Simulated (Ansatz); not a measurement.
Wanted: the native input for an Ansatz 0.2.0 run.

| Quantity | Value |
| --- | --- |
| Task | single point |
| Functional | PBE |
| Potentials or basis | all-electron LAPW, scalar-relativistic |
| Cutoff | 156 eV (chosen from the basis error) |
| Basis error allowed | 0.001 eV/atom |
| k mesh | 10 × 10 × 10 |
| Occupations | gaussian, width 0.1 eV |
| Spin | no spin polarisation |

Crystal: Sb.

```xyz
1
Lattice="0.0000 2.3712 2.3712 2.3712 0.0000 2.3712 2.3712 2.3712 0.0000" Properties=species:S:1:pos:R:3 pbc="T T T"
Sb    0.0000    0.0000    0.0000
```

This isn't the form of Sb at room conditions, which is rhombohedral.

One way to write it, as run:

input.yaml

```yaml
crystal:
  lattice:
    - [0.0, 2.3712425216, 2.3712425216]
    - [2.3712425216, 0.0, 2.3712425216]
    - [2.3712425216, 2.3712425216, 0.0]
  atoms:
    - { symbol: Sb, position: [0.0, 0.0, 0.0] }
kpoints:
  mp_grid: { grid: [10, 10, 10] }
scf:
  occupations: { method: gaussian, width: 0.1 }
hamiltonian:
  xc: pbe
  pseudopotentials: { kind: all_electron, lapw: { basis_error: 0.001 } }
output:
  forces: true
  stress: true
  eigenvalues: true
```

Potentials or basis: all-electron LAPW, scalar-relativistic.

Run with:

```console
$ ansatz run input.yaml --threads 1 --pin off --max-ram 3072MiB --backend cpu --events-out ev --progress --plain --runs-dir out
```

Results of the run:

The pressure is 1.9 GPa and the band gap on the k mesh is none (metal or under the smearing width).

Run time: 2.6 s on 1 thread of Arm Neoverse V2, on a shared host, peak memory 0.23 GiB.
